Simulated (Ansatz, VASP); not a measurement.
**Two plane-wave programs on Bi**

```
CELL_PARAMETERS angstrom
3.30189 0.00000 0.00000
0.00000 3.28483 0.00000
-0.08203 0.00000 6.57027
ATOMIC_POSITIONS crystal
Bi 0.54425 0.00000 0.74958
Bi 0.45575 0.00000 0.25042
```

This isn't the form of Bi at room conditions, which is rhombohedral.

Alike in both runs: task single point; functional LDA; k mesh 8 × 8 × 4; occupations fermi-dirac, width 0.05 eV; no spin polarisation.

|  | VASP | Ansatz |
| --- | --- | --- |
| version | VASP 6.6.1 | Ansatz 0.2.0 |
| potentials or method | VASP PAW LDA potentials, release 64 (Bi_d) | Ansatz PAW |
| plane-wave cutoff (eV) | 520 | 420 |
| valence electrons in the cell | 30 | 30 |

```tsv
	VASP	Ansatz	Ansatz less VASP
gap on the k mesh at the Fermi level (eV)	none	none	-
pressure (GPa)	-4.2	-4.2	-0.04
largest component of the traceless stress (GPa)	0.47	0.46	-0.003
rms of the force components (eV/Å)	0.019	0.020	+0.0005
```

Atom by atom the forces differ by 0.000 eV/Å (rms over components). A gap of «none» marks a metal or a gap that the smearing closes.

Caveats: spin-orbit coupling is left out, which moves the levels of the heavy elements; the PAW data sets come from PBE, with cores solved anew for the run's functional, which leaves a small shift of forces and pressure (Ansatz).
